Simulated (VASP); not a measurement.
Runs of VASP 6.6.1 on Cu. All rows change the cell; the cell of one of them follows. It takes space group I4/mmm (No. 139, tetragonal). The conventional cell has a = 2.847 Å, b = 2.847 Å, c = 2.715 Å, α = 90.00°, β = 90.00°, γ = 90.00°. Around Cu (site symmetry 4/mmm) lie 10 Cu at 2.43 to 2.71 Å. This isn't the form of Cu at room conditions, which is fcc.

```tsv
cell	gap on the mesh (eV)	pressure (GPa)
volume scaled by 0.96	none	15.7
volume scaled by 1.02	none	4.8
volume scaled by 0.94	none	20.4
volume scaled by 0.98	none	(a)
```

Alike in all rows: task single point; level PBE; potentials or basis VASP PAW PBE potentials, release 64 (Cu); no spin polarisation; k mesh 13 × 13 × 13; cutoff (eV) 520; smearing fermi-dirac 0.05 eV.

Q: Fill in the values left out.

A: (a) 11.7.

Caveats: so large a pressure means that the cell lies far from this level's equilibrium, or that cutoff or potentials fall short (some runs).

A gap of «none» marks a metal or a gap under the smearing width.
